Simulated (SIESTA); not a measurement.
Crystal: Al.

```
Al
1.0
     0.00000    2.02481    2.02481
     2.02481    0.00000    2.02481
     2.02481    2.02481    0.00000
Al
1
Direct
  0.00000 0.00000 0.00000
```

Base run:

| Item | Value |
| --- | --- |
| Program | SIESTA 5.4.2 |
| Functional | PBE |
| Potentials or basis | PseudoDojo 0.4 standard (PBE files) |
| Basis | DZP (energy shift 0.003 Ry) |
| Grid cutoff | 500 Ry |
| Energy shift | 0.003 Ry |
| k mesh | 11 × 11 × 11 |
| Occupations | fermi-dirac, width 0.05 eV |
| Spin | no spin polarisation |

Its results: band gap on the k mesh none (metal or under the smearing width); pressure -0.4 GPa.

Problem. The run is repeated on the same cell with these changes: basis from DZP (energy shift 0.003 Ry) to SZ (energy shift 0.003 Ry). What comes out?

Solution. Band gap on the k mesh none (metal or under the smearing width); pressure 15.3 GPa.

Caveats: the basis of atomic orbitals isn't converged, which shifts pressures, moduli and gaps; the basis has no polarisation orbitals (some runs); so large a pressure means that the cell lies far from this level's equilibrium, or that cutoff or potentials fall short (some runs).
